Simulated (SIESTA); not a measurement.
The system is AgBr.

```
Ag Br
1.0
     0.00000    2.87015    2.87015
     2.87015    0.00000    2.87015
     2.87015    2.87015    0.00000
Ag Br
1 1
Direct
  0.00000 0.00000 0.00000
  0.50000 0.50000 0.50000
```

| Quantity | Value |
| --- | --- |
| Program | SIESTA 5.4.2 |
| Task | single point |
| Functional | PBE |
| Potentials or basis | PseudoDojo 0.4 standard (PBE files) |
| Basis | DZP (energy shift 0.002 Ry) |
| Grid cutoff | 800 Ry |
| Energy shift | 0.002 Ry |
| k mesh | 8 × 8 × 8 |
| Occupations | fermi-dirac, width 0.05 eV |
| Spin | no spin polarisation |

On this cell: pressure 2.9 GPa; largest force zero by symmetry; band gap on the k mesh 0.98 eV, indirect (least direct gap 2.85 eV).

The same run follows on a disturbed copy (atoms moved at random, drawn with an rms of 0.05 Å):

```xyz
2
Lattice="0.0000 2.8702 2.8702 2.8702 0.0000 2.8702 2.8702 2.8702 0.0000" Properties=species:S:1:pos:R:3 pbc="T T T"
Ag    0.0018    0.0285    0.0058
Br    2.8517    2.9138    2.8666
```

Q: What does the disturbed cell give?

A: The energy moves by +0.3 meV/atom; pressure 2.9 GPa; largest force 0.046 eV/Å; band gap on the k mesh 0.97 eV, indirect (least direct gap 2.84 eV).

Forces in eV/Å, atoms in the order of the input:
```
Ag  -0.034  0.026 -0.016
Br   0.034 -0.025  0.016
```

Caveats: semicore shells carry a single zeta, which can move pressures by several GPa and volumes by a few percent; the basis of atomic orbitals isn't converged, which shifts pressures, moduli and gaps.

A k mesh can miss the band edges.
